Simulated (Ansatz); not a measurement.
# How the conductance of Cu/HfO2/Cu changes with thickness, part 2 of 2

How fast does the current through Cu/HfO2/Cu fall with each added layer? Both electrodes are Cu fcc(001) sqrt2 x sqrt2; the barrier is HfO2 fluorite(001) (O2 and Hf faces). In the first transport cell, after relaxation, the nearest pair of electrode and barrier is Cu–O at 1.89 Å, along the normal, at the lower face and Cu–Hf at 2.59 Å, along the normal, at the upper one. All share a net of side 3.63 Å, which strains the lower electrode by +0.0 % and the barrier by +1.1 %, against typed lattice constants near PBE's. The first steps treat the bulk electrodes alone.

Ansatz 0.2.0; PBE DFT, plane waves, PAW files (the session's first sound run).

So far, transmission at the Fermi level (a spin, zone mean): step 4 (the open system: T(E)) 0.00131. Also channels of the lower lead: step 4 1.77.

## Step 5: Conductance, atomic planes in the barrier 4, gap between the electrodes 7.85 Å

System of this step: Cu/HfO2/Cu. The cell holds 50 atoms: 44 Cu, 4 O and 2 Hf. Its edges and angles: a = 3.630 Å, b = 3.630 Å, c = 58.145 Å, α = 90.0°, β = 90.0°, γ = 90.0°. Regions: left electrode, 22 atoms (22 Cu); barrier, 6 atoms (4 O and 2 Hf); right electrode, 22 atoms (22 Cu). Vacuum lies along c.

The conductance needs T(E) within ten thermal energies of the Fermi level, on steps under 1.5 kT, and a finer mesh (22×22), since the current can rest on few wavevectors.

input.yaml

```yaml
crystal:
  lattice:
    - [3.63, 0.0, 0.0]
    - [0.0, 3.63, 0.0]
    - [0.0, 0.0, 58.1447046043]
  atoms:
    - { symbol: Cu, position: [0.0, 0.0, 0.1203892951] }
    - { symbol: Cu, position: [0.5, 0.5, 0.1203892951] }
    - { symbol: Cu, position: [0.5, 0.0, 0.15155291] }
    - { symbol: Cu, position: [0.0, 0.5, 0.15155291] }
    - { symbol: Cu, position: [0.0, 0.0, 0.1827165249] }
    - { symbol: Cu, position: [0.5, 0.5, 0.1827165249] }
    - { symbol: Cu, position: [0.5, 0.0, 0.2138801399] }
    - { symbol: Cu, position: [0.0, 0.5, 0.2138801399] }
[... 38 atom lines left out ...]
    - { symbol: Cu, position: [0.5, 0.5, 0.84844709] }
    - { symbol: Cu, position: [0.0, 0.0, 0.84844709] }
    - { symbol: Cu, position: [0.0, 0.5, 0.8796107049] }
    - { symbol: Cu, position: [0.5, 0.0, 0.8796107049] }
kpoints:
  mp_grid: { grid: [8, 8, 1] }
scf:
  occupations: { method: fermi_dirac, width: 0.1 }
  max_iter: 150
hamiltonian:
  xc: pbe
output:
  transmission:
    kmesh: [22, 22]
    e_range: [-0.26, 0.27]
    de: 0.0375
    leads: [[8, 10], [38, 40]]
```

On the command line:

```bash
ansatz run input.yaml --threads 8 --pin off --max-ram 24576MiB --backend cpu --events-out ev --progress --plain --runs-dir out
```

Run time: 8.6 min. Hardware: 8 threads of Arm Neoverse V2, shared host; peak memory 9.7 GiB; 63 min of CPU time.

Numbers from this step:

| Quantity | Value |
| --- | --- |
| free energy | -325223.8140 eV |
| Fermi energy | 11.79 eV |
| transmission at the Fermi level (a spin, zone mean) | 0.01504 |
| channels of the lower lead | 1.853 |
| channels of the upper lead | 1.853 |
| potential step in the lower lead | 20.9 meV |
| ballistic conductance of the lower lead | 1.08e15 S/m² |
| potential step in the upper lead | 8.3 meV |
| ballistic conductance of the upper lead | 1.08e15 S/m² |
| junction conductance | 8.90e12 S/m² |
| error estimates by source, in the log's order | 0.2, 3.4, 1.5, 2.4, 0.4 % |
| resistance-area product beyond the leads | 0.1114 Ω um² |

One spin. Table of transmission, zone mean by energy, zero at the Fermi level:

```
energy (eV)  transmission, zone mean
     -0.260                   0.0173
     -0.223                   0.0165
     -0.185                   0.0163
     -0.147                   0.0166
     -0.110                   0.0155
     -0.072                   0.0153
     -0.035                   0.0153
      0.003                   0.0150
      0.040                   0.0149
      0.077                   0.0148
      0.115                   0.0148
      0.152                   0.0147
      0.190                   0.0147
      0.228                   0.0146
      0.265                   0.0145
```

One spin. The open channels, zone mean by energy, zero at the Fermi level:

```
energy (eV)  lower lead  upper lead
     -0.260        1.77        1.77
     -0.223        1.79        1.77
     -0.185        1.79        1.79
     -0.147        1.80        1.80
     -0.110        1.80        1.80
     -0.072        1.80        1.82
     -0.035        1.84        1.85
      0.003        1.85        1.85
      0.040        1.84        1.84
      0.077        1.82        1.82
      0.115        1.84        1.84
      0.152        1.84        1.85
      0.190        1.85        1.85
      0.228        1.87        1.87
      0.265        1.88        1.88
```

Transmission over k1 and k2. At 0.0025 eV from the Fermi level.

Ten even steps from '_' (0.00 × 1e-2) to '@' (4.31 × 1e-2):
```
______......::--++##%%@@%%##++--::......____
______::....::--==**##%%##**==--::....::____
__..::....::::::--++******++--::::::....::..
__........::::::----======----::::::........
......::::..::::::----------::::::..::::....
..::::::::::::::::----------::::::::::::::::
------::::::::::--------------::::::::::----
++++==----::::----==========----::::----==++
####**++--------==============--------++**##
@@%%##**==------======++======------==**##%%
@@@@%%**==------====++++++====------==**%%@@
@@%%##**==------======++======------==**##%%
####**++--------==============--------++**##
++++==----::::----==========----::::----==++
------::::::::::--------------::::::::::----
..::::::::::::::::----------::::::::::::::::
......::::..::::::----------::::::..::::....
__........::::::----======----::::::........
__..::....::::::--++******++--::::::....::..
______::....::--==**##%%##**==--::....::____
______......::--++##%%@@%%##++--::......____
__________....--++##@@@@@@##++--....________
```
Columns: k1 (b1) from -0.5 to 0.455; rows upwards: k2 (b2) from -0.5 to 0.455.

G = 8.9e12 S/m² (1/G = 0.112 Ω µm²). The largest error estimate is 3.4 %. In the worse lead the potential repeats within 21 meV, which the program lets pass. By hand, Landauer's formula with T at one energy: G = (e²/h) ΣT / A = 3.874e-5 S × 0.0301 / 13.18 Å² = 8.8e12 S/m², with T summed over both spins. The printed value averages T over the Fermi window and is 1.0 times this.

## Step 6: Conductance on a fine mesh, 53 atoms

System of this step: Cu/HfO2/Cu. The cell holds 53 atoms: 44 Cu, 6 O and 3 Hf. Its edges and angles: a = 3.630 Å, b = 3.630 Å, c = 60.735 Å, α = 90.0°, β = 90.0°, γ = 90.0°. Regions: left electrode, 22 atoms (22 Cu); barrier, 9 atoms (6 O and 3 Hf); right electrode, 22 atoms (22 Cu). Vacuum lies along c.

Barrier layers are added or taken out in the middle, and the relaxed faces stay.

input.yaml

```yaml
crystal:
  lattice:
    - [3.63, 0.0, 0.0]
    - [0.0, 3.63, 0.0]
    - [0.0, 0.0, 60.734926565]
  atoms:
    - { symbol: Cu, position: [0.0, 0.0, 0.1152549348] }
    - { symbol: Cu, position: [0.5, 0.5, 0.1152549348] }
    - { symbol: Cu, position: [0.5, 0.0, 0.1450894845] }
    - { symbol: Cu, position: [0.0, 0.5, 0.1450894845] }
    - { symbol: Cu, position: [0.0, 0.0, 0.1749240341] }
    - { symbol: Cu, position: [0.5, 0.5, 0.1749240341] }
    - { symbol: Cu, position: [0.5, 0.0, 0.2047585838] }
    - { symbol: Cu, position: [0.0, 0.5, 0.2047585838] }
[... 41 atom lines left out ...]
    - { symbol: Cu, position: [0.0, 0.0, 0.8549105155] }
    - { symbol: Cu, position: [0.5, 0.5, 0.8549105155] }
    - { symbol: Cu, position: [0.5, 0.0, 0.8847450652] }
    - { symbol: Cu, position: [0.0, 0.5, 0.8847450652] }
kpoints:
  mp_grid: { grid: [8, 8, 1] }
scf:
  occupations: { method: fermi_dirac, width: 0.1 }
  max_iter: 150
hamiltonian:
  xc: pbe
output:
  transmission:
    kmesh: [22, 22]
    e_range: [-0.26, 0.27]
    de: 0.0375
    leads: [[8, 10], [41, 43]]
```

The job ended after 11 min (8 threads; peak memory 10 GiB).

Numbers from this step:

One spin. Transmission, zone mean against energy, zero at the Fermi level:

```
energy (eV)  transmission, zone mean
     -0.260                  0.00156
     -0.223                  0.00145
     -0.185                  0.00146
     -0.147                  0.00140
     -0.110                  0.00144
     -0.072                  0.00136
     -0.035                  0.00133
      0.003                  0.00134
      0.040                  0.00133
      0.077                  0.00129
      0.115                  0.00131
      0.152                  0.00130
      0.190                  0.00130
      0.228                  0.00129
      0.265                  0.00128
```

One spin. The open channels, zone mean by energy, zero at the Fermi level:

```
energy (eV)  lower lead  upper lead
     -0.260        1.77        1.77
     -0.223        1.75        1.77
     -0.185        1.79        1.79
     -0.147        1.80        1.80
     -0.110        1.80        1.80
     -0.072        1.80        1.82
     -0.035        1.84        1.85
      0.003        1.85        1.85
      0.040        1.84        1.84
      0.077        1.79        1.82
      0.115        1.84        1.84
      0.152        1.84        1.85
      0.190        1.85        1.85
      0.228        1.87        1.87
      0.265        1.88        1.88
```

Transmission over k1 and k2. At 0.0025 eV from the Fermi level.

Ten even steps from '_' (0.00 × 1e-3) to '@' (2.74 × 1e-3):
```
__________::--==++##%%%%%%##++==--::________
______--__::--==++##%%@@%%##++==--::__--____
____--......::==++##%%@@%%##++==::......--__
..____......::--==**##%%##**==--::......____
::::::......::--==++******++==--::......::::
------::::::::--==++++**++++==--::::::::----
========------==++**********++==------======
++++++++======++####%%%%%%####++======++++++
########**++++**##%%@@@@@@%%##**++++**######
%%%%%%%%##**++**%%@@@@@@@@@@%%**++**##%%%%%%
%%%%@@@@%%******%%@@@@@@@@@@%%******%%@@@@%%
%%%%%%%%##**++**%%@@@@@@@@@@%%**++**##%%%%%%
########**++++**##%%@@@@@@%%##**++++**######
++++++++======++####%%%%%%####++======++++++
========------==++**********++==------======
------::::::::--==++++**++++==--::::::::----
::::::......::--==++******++==--::......::::
..____......::--==**##%%##**==--::......____
____--......::==++##%%@@%%##++==::......--__
______--__::--==++##%%@@%%##++==--::__--____
__________::--==++##%%%%%%##++==--::________
________..::--==++##%%%%%%##++==--::..______
```
Columns: k1 (b1) from -0.5 to 0.455; rows upwards: k2 (b2) from -0.5 to 0.455.

G = 7.9e11 S/m² (1/G = 1.27 Ω µm²), 0.088 times the step before of this kind. The largest error estimate is 2.7 %, from the leads' potential steps. In the worse lead the potential repeats within 21 meV, which the program lets pass.

## Step 7: Conductance on a fine mesh, atomic planes in the barrier 8, gap between the electrodes 13.03 Å

System of this step: Cu/HfO2/Cu. The cell holds 56 atoms: 44 Cu, 8 O and 4 Hf. Cell: a = 3.630 Å, b = 3.630 Å, c = 63.325 Å, α = 90.0°, β = 90.0°, γ = 90.0°. Regions: left electrode, 22 atoms (22 Cu); barrier, 12 atoms (8 O and 4 Hf); right electrode, 22 atoms (22 Cu). Vacuum lies along c.

input.yaml

```yaml
crystal:
  lattice:
    - [3.63, 0.0, 0.0]
    - [0.0, 3.63, 0.0]
    - [0.0, 0.0, 63.3251485258]
  atoms:
    - { symbol: Cu, position: [0.0, 0.0, 0.1105406014] }
    - { symbol: Cu, position: [0.5, 0.5, 0.1105406014] }
    - { symbol: Cu, position: [0.5, 0.0, 0.1391548127] }
    - { symbol: Cu, position: [0.0, 0.5, 0.1391548127] }
    - { symbol: Cu, position: [0.0, 0.0, 0.1677690241] }
    - { symbol: Cu, position: [0.5, 0.5, 0.1677690241] }
    - { symbol: Cu, position: [0.5, 0.0, 0.1963832354] }
    - { symbol: Cu, position: [0.0, 0.5, 0.1963832354] }
[... 44 atom lines left out ...]
    - { symbol: Cu, position: [0.5, 0.5, 0.8608451873] }
    - { symbol: Cu, position: [0.0, 0.0, 0.8608451873] }
    - { symbol: Cu, position: [0.0, 0.5, 0.8894593986] }
    - { symbol: Cu, position: [0.5, 0.0, 0.8894593986] }
kpoints:
  mp_grid: { grid: [8, 8, 1] }
scf:
  occupations: { method: fermi_dirac, width: 0.1 }
  max_iter: 150
hamiltonian:
  xc: pbe
output:
  transmission:
    kmesh: [22, 22]
    e_range: [-0.26, 0.27]
    de: 0.0375
    leads: [[8, 10], [44, 46]]
```

Elapsed: 12 min, on 8 threads; peak memory 11 GiB.

G = 1.0e11 S/m² (1/G = 9.69 Ω µm²), 0.13 times the step before of this kind. The largest error estimate is 2.6 %, from the leads' potential steps. In the worse lead the potential repeats within 21 meV, which the program lets pass.

## Step 8: Conductance, atomic planes in the barrier 14, gap between the electrodes 20.8 Å

System of this step: Cu/HfO2/Cu. The cell holds 65 atoms: 44 Cu, 14 O and 7 Hf. Cell: a = 3.630 Å, b = 3.630 Å, c = 71.096 Å, α = 90.0°, β = 90.0°, γ = 90.0°. Regions: left electrode, 22 atoms (22 Cu); barrier, 21 atoms (14 O and 7 Hf); right electrode, 22 atoms (22 Cu). Vacuum lies along c.

input.yaml

```yaml
crystal:
  lattice:
    - [3.63, 0.0, 0.0]
    - [0.0, 3.63, 0.0]
    - [0.0, 0.0, 71.095814408]
  atoms:
    - { symbol: Cu, position: [0.0, 0.0, 0.0984586794] }
    - { symbol: Cu, position: [0.5, 0.5, 0.0984586794] }
    - { symbol: Cu, position: [0.5, 0.0, 0.1239454004] }
    - { symbol: Cu, position: [0.0, 0.5, 0.1239454004] }
    - { symbol: Cu, position: [0.0, 0.0, 0.1494321214] }
    - { symbol: Cu, position: [0.5, 0.5, 0.1494321214] }
    - { symbol: Cu, position: [0.5, 0.0, 0.1749188424] }
    - { symbol: Cu, position: [0.0, 0.5, 0.1749188424] }
[... 53 atom lines left out ...]
    - { symbol: Cu, position: [0.0, 0.0, 0.8760545996] }
    - { symbol: Cu, position: [0.5, 0.5, 0.8760545996] }
    - { symbol: Cu, position: [0.5, 0.0, 0.9015413206] }
    - { symbol: Cu, position: [0.0, 0.5, 0.9015413206] }
kpoints:
  mp_grid: { grid: [8, 8, 1] }
scf:
  occupations: { method: fermi_dirac, width: 0.1 }
  max_iter: 150
hamiltonian:
  xc: pbe
output:
  transmission:
    kmesh: [22, 22]
    e_range: [-0.26, 0.27]
    de: 0.0375
    leads: [[8, 10], [53, 55]]
```

The job ended after 17 min (8 threads; peak memory 11 GiB).

G = 1.3e8 S/m² (1/G = 7865 Ω µm²), 0.0012 times the step before of this kind. Apart from band edges and resonances, the largest error estimate is 3.6 %, from the leads' potential steps. For edges and narrow resonances that could lie between the energies solved the program puts 196 %, while dropping every other energy moves G by 0.2 %. In the worse lead the potential repeats within 21 meV, which the program lets pass.

## Step 9: Conductance, atomic planes in the barrier 16, gap between the electrodes 23.39 Å

System of this step: Cu/HfO2/Cu. The cell holds 68 atoms: 44 Cu, 16 O and 8 Hf. Cell: a = 3.630 Å, b = 3.630 Å, c = 73.686 Å, α = 90.0°, β = 90.0°, γ = 90.0°. Regions: left electrode, 22 atoms (22 Cu); barrier, 24 atoms (16 O and 8 Hf); right electrode, 22 atoms (22 Cu). Vacuum lies along c.

input.yaml

```yaml
crystal:
  lattice:
    - [3.63, 0.0, 0.0]
    - [0.0, 3.63, 0.0]
    - [0.0, 0.0, 73.6860363687]
  atoms:
    - { symbol: Cu, position: [0.0, 0.0, 0.094997646] }
    - { symbol: Cu, position: [0.5, 0.5, 0.094997646] }
    - { symbol: Cu, position: [0.5, 0.0, 0.1195884542] }
    - { symbol: Cu, position: [0.0, 0.5, 0.1195884542] }
    - { symbol: Cu, position: [0.0, 0.0, 0.1441792623] }
    - { symbol: Cu, position: [0.5, 0.5, 0.1441792623] }
    - { symbol: Cu, position: [0.5, 0.0, 0.1687700705] }
    - { symbol: Cu, position: [0.0, 0.5, 0.1687700705] }
[... 56 atom lines left out ...]
    - { symbol: Cu, position: [0.5, 0.5, 0.8804115458] }
    - { symbol: Cu, position: [0.0, 0.0, 0.8804115458] }
    - { symbol: Cu, position: [0.0, 0.5, 0.905002354] }
    - { symbol: Cu, position: [0.5, 0.0, 0.905002354] }
kpoints:
  mp_grid: { grid: [8, 8, 1] }
scf:
  occupations: { method: fermi_dirac, width: 0.1 }
  max_iter: 150
hamiltonian:
  xc: pbe
output:
  transmission:
    kmesh: [22, 22]
    e_range: [-0.26, 0.27]
    de: 0.0375
    leads: [[8, 10], [56, 58]]
```

The job ended after 21 min (8 threads; peak memory 9.7 GiB; 2.5 h of CPU time).

G = 1.7e7 S/m² (1/G = 60118 Ω µm²), 0.13 times the step before of this kind. Apart from band edges and resonances, the largest error estimate is 9.2 %, from the leads' potential steps. For edges and narrow resonances that could lie between the energies solved the program puts 2321 %, while dropping every other energy moves G by 1 %. In the worse lead the potential repeats within 20 meV, which the program lets pass, though it still puts 9.2 % of error on the junction's conductance through them.

## Step 10: Comparing the runs

Times are for 8 threads of Arm Neoverse V2, shared host. The runs compared:

```
no.  gap between the electrodes (Å)  junction conductance (S/m²)  resistance-area product beyond the leads (Ω um²)     time  memory (GiB)
  1                            7.85                      8.90e12                                            0.1114  8.6 min           9.7
  2                           10.44                      7.86e11                                             1.272   11 min            10
  3                           13.03                      1.03e11                                             9.685   12 min            11
  4                            20.8                       1.27e8                                              7865   17 min            11
  5                           23.39                     16634000                                             60116   21 min           9.7
```

The runs together. Table of transmission, zone mean by energy, zero at the Fermi level:

```
energy (eV)    7.85    10.44   13.03    20.8   23.39
     -0.260  0.0173  0.00156  2.1e-4  3.1e-7  4.1e-8
     -0.223  0.0165  0.00145  2.0e-4  2.8e-7  3.9e-8
     -0.185  0.0163  0.00146  2.0e-4  2.7e-7  3.6e-8
     -0.147  0.0166  0.00140  1.9e-4  2.5e-7  3.4e-8
     -0.110  0.0155  0.00144  1.9e-4  2.5e-7  3.3e-8
     -0.072  0.0153  0.00136  1.8e-4  2.3e-7  3.1e-8
     -0.035  0.0153  0.00133  1.8e-4  2.2e-7  2.9e-8
      0.003  0.0150  0.00134  1.7e-4  2.2e-7  2.8e-8
      0.040  0.0149  0.00133  1.7e-4  2.1e-7  2.6e-8
      0.077  0.0148  0.00129  1.7e-4  2.0e-7  2.5e-8
      0.115  0.0148  0.00131  1.6e-4  1.9e-7  2.4e-8
      0.152  0.0147  0.00130  1.6e-4  1.8e-7  2.3e-8
      0.190  0.0147  0.00130  1.6e-4  1.8e-7  2.2e-8
      0.228  0.0146  0.00129  1.6e-4  1.7e-7  2.1e-8
      0.265  0.0145  0.00128  1.5e-4  1.7e-7  2.0e-8
```

## Step 11: Fit against thickness

This step: Fit of the logarithm of the conductance against the barrier's thickness, from PBE DFT, plane waves, PAW files (Ansatz 0.2.0).

No new run: the logarithm is fitted against the thickness.

Numbers from this step:

* decay constant of the conductance: 0.85 Å⁻¹
* r.m.s. misfit of ln G: 0.09

From the end points alone, β = ln(8.9e+12 / 1.66e+07) / 15.54 Å = 13.19 / 15.54 Å = 0.85 Å⁻¹.

## Step 12: Summary of results

```json
{
  "1/G at 7.85 Å gap": "0.112 Ω um²",
  "1/G at 23.4 Å gap": "60118 Ω um²",
  "decay constant β": "0.85 Å⁻¹"
}
```

What this shows: A fit of ln G against d gives β = 0.85 Å⁻¹, and step by step the slopes are 0.94, 0.78, 0.86 and 0.79 Å⁻¹. They agree within a fifth, so G falls as one exponential, by a factor of ten every 2.7 Å. At the Fermi level the layers of the barrier in the wide-window run (6 planes) hold from 0.0047 to 0.48 states an eV and atom. A semilocal functional narrows gaps, which tends to make the decay too slow. For band edges and narrow resonances between the energies solved the program's estimate reaches 2321 %, so such features can't be ruled out. The program's largest other error estimate on these conductances is 9.2 %, from the leads' potential steps. No spin-orbit coupling, phonons, disorder or image charges enter; the interfaces are ordered, one cell wide and lattice-matched by strain. Semilocal gaps are too small, which can bring a band edge of the barrier nearer to the Fermi level than it is.

[Logs are printed without paths, hosts, clocks, repeated set-up lines and the standing remarks that a program may print on its own settings, such as how far it seeks lower states.]

[Hosts, paths, dates, database ids (printed as entryN), source tags and the programs' standing remarks are cut or masked in the printed files.]
